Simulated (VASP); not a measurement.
The system is CdS (Greenockite).

```
Cd S
1.0
     4.15000    0.00000    0.00000
    -2.07500    3.59401    0.00000
     0.00000    0.00000    6.73700
Cd S
2 2
Direct
  0.66667 0.33333 0.50000
  0.33333 0.66667 0.00000
  0.66667 0.33333 0.87500
  0.33333 0.66667 0.37500
```

```yaml
Program: VASP 6.6.1
Task: relaxation of cell and atoms
Functional: optB88-vdW
Potentials_or_basis: VASP PAW PBE potentials, release 64 (Cd, S)
Cutoff: 600 eV
k_mesh: 7 × 7 × 4
Occupations: fermi-dirac, width 0.05 eV
Spin: no spin polarisation
```

At the start: pressure 1.8 GPa; volume 25.12 Å³/atom.

Task: Where does the relaxation end?

Result: Over 7 steps the energy falls by 4.6 meV/atom and the volume is 25.90 Å³/atom (+3.1 %); space group P6_3mc (No. 186, to 0.05 Å).

Step by step:
```tsv
step	energy change (eV)	largest force (eV/Å)	pressure (GPa)	volume (Å³)
1	0.0000	0.0649	1.84	100.48
2	-0.0162	0.0097	-0.60	104.74
3	-0.0184	0.0064	-0.01	103.61
4	-0.0184	0.0055	-0.03	103.67
5	-0.0184	0.0018	-0.03	103.65
6	-0.0184	0.0022	-0.03	103.65
7	-0.0184	0.0014	0.01	103.58
```

Final structure:
```yaml
crystal:
  lattice:
    - [4.18515, 0.00000, 0.00000]
    - [-2.09257, 3.62445, 0.00000]
    - [0.00000, 0.00000, 6.82853]
  atoms:
    - { symbol: Cd, position: [0.66667, 0.33333, 0.49962] }
    - { symbol: Cd, position: [0.33333, 0.66667, 0.99962] }
    - { symbol: S, position: [0.66667, 0.33333, 0.87538] }
    - { symbol: S, position: [0.33333, 0.66667, 0.37538] }
```

Caveat: the PAW data sets were made with another functional, which shifts forces and pressure a little.
